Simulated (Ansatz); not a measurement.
# ZrB$_{2}$: pressure against volume

ZrB$_{2}$, P6/mmm, a = 3.171 Å, c = 3.542 Å. The structure is a COD entry; whether it is the stable form wasn't checked. Ansatz: PBE, PAW, 420 eV, Γ-centred 18×18×12 mesh on 3 atoms, Gaussian smearing 0.10 eV; no spin polarisation. Shape and atoms are relaxed at each volume; pressure is positive in compression.

| V (Å³/atom) | P (GPa) |
| --- | --- |
| 9.049 | ? |
| 9.358 | 26.98 |
| 9.666 | 16.60 |
| 9.975 | 7.67 |
| 10.283 | -0.02 |
| 10.592 | -6.65 |
| 10.900 | -12.37 |
| 11.312 | -18.78 |

Problem. Take V0 = 10.283 Å³/atom, count pressures from its P0 = -0.02 GPa, fit the third-order Birch–Murnaghan form to the other rows, and predict the missing pressure.

Solution. With the Eulerian strain f = ½[(V0/V)^(2/3) − 1] and y = (P − P0)/[3f(1 + 2f)^(5/2)], the form is the line y = B0 + 1.5 B0 (B0′ − 4) f. Rows (f, y): 0.03243, 237.2; 0.02106, 237.3; 0.01024, 238.0; -0.00977, 237.6; -0.01905, 238.1; -0.03080, 238.0. Means f = 0.0006850, y = 237.70; Σ(Δf)² = 0.003004, ΣΔfΔy = -0.03745; the slope is their ratio. y = 237.7 − 12.47 f GPa, so B0 = 237.7 GPa and B0′ = 4 + 2 × (-12.47)/(3 × 237.7) = 3.97. At V = 9.049, f = 0.04448, y = 237.15 and P = 39.14 GPa. The run gave 39.04 GPa, so the fit is 0.10 GPa too high, a small miss on the scale of the series.